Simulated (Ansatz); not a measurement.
From the elastic tensor of InP at 22 GPa (stress–strain coefficients) to moduli and sound speeds

These are results of DFT PBEsol, scalar-relativistic, plane waves, PAW (Ansatz), not measurements. Plane waves to 420 eV; Γ-centred k mesh 10×10×10; fixed occupations. No spin polarisation.

Symmetry: F-43m, No. 216, cubic system. Conventional cell: a = 5.488 Å, b = 5.488 Å, c = 5.488 Å, α = 90.00°, β = 90.00°, γ = 90.00°. Around In (site symmetry -43m) lie 4 P at 2.38 Å. Around P (site symmetry -43m) lie 4 In at 2.38 Å.

The real crystal has changed phase below this pressure.

Relaxed-ion constants (GPa, on the Cartesian axes of the calculation):
C11 = 171.9, C12 = 147.5, C13 = 147.5, C22 = 171.9, C23 = 147.5, C33 = 171.9, C44 = 32.7, C55 = 32.7, C66 = 32.7 GPa; the others vanish.

Density 5.858 g/cm³; 2 atoms in 41.32 Å³.

The values that follow are for a polycrystal of randomly turned grains, by Hill's mean where one number stands. In a crystal this anisotropic the Voigt and Reuss bounds lie far apart, so Hill's mean and the sound speeds and Debye temperature from it are rough.

| Property | Result |
| --- | --- |
| Bulk modulus, Voigt / Reuss / Hill | 155.7 / 155.7 / 155.7 GPa |
| Shear modulus, Voigt / Reuss / Hill | 24.5 / 19.5 / 22.0 GPa |
| Young's modulus | 63 GPa |
| Poisson ratio | 0.432 |
| Pugh ratio B/G | 7.07 |
| Universal anisotropy index | 1.26 |
| Longitudinal and transverse sound speeds | 5619 and 1938 m/s |
| Debye temperature from the mean sound speed | 239 K |

Cost: 1 run of about 0.86 core-minutes, on AMD EPYC 9R45 (Zen 5) (shared hosts).

Compressed zinc-blende InP strongly resists a change of volume but yields easily to shear, most of all to the tetragonal shear governed by the small difference between C11 (171.9 GPa) and C12 (147.5 GPa). To first order, this strain leaves the lengths of the tetrahedral bonds unchanged and only bends the angles between them, so the weak directional forces of the partly ionic sp³ network must carry it. Volume compression, by contrast, shortens every bond against steep repulsion. Pressure probably widens this contrast, as it favours denser packing over the open tetrahedral framework.

The cubic stability conditions are still met, so the lattice resists small homogeneous strains at this pressure. This is compatible with a transition that has already taken place, since such a transition can be first-order and need not wait for an elastic instability. The large Pugh ratio reflects the same soft shear under load and is no sound evidence of ductility or metallic bonding. Stability against short-wavelength transverse acoustic phonons, which are typically soft in tetrahedral semiconductors, remains untested.
